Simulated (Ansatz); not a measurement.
BN:

```
N B
1.0
     1.25112    0.72234    3.37293
    -1.25112    0.72234    3.37293
     0.00000   -1.44467    3.37293
N B
1 1
Cartesian
  0.0000 0.0000 6.7517
  0.0000 0.0000 0.0033
```

The cell is a database's computed one.

Base run:

* Program: Ansatz 0.2.0
* Functional: LDA
* Potentials or basis: all-electron LAPW, scalar-relativistic
* Cutoff: 527 eV (chosen from the basis error)
* Basis error allowed: 0.001 eV/atom
* k mesh: 12 × 12 × 12
* Occupations: fermi-dirac, width 0.05 eV
* Spin: no spin polarisation

Its results: band gap on the k mesh 4.10 eV, indirect (least direct gap 4.56 eV); pressure -4.1 GPa.

The run is repeated on the same cell with these changes: functional from LDA to PBEsol. What comes out?

Band gap on the k mesh 4.18 eV, indirect (least direct gap 4.64 eV); pressure 0.7 GPa.

PBEsol binds less tightly than LDA, so the same cell stands under more pressure.

A k mesh can miss the band edges.
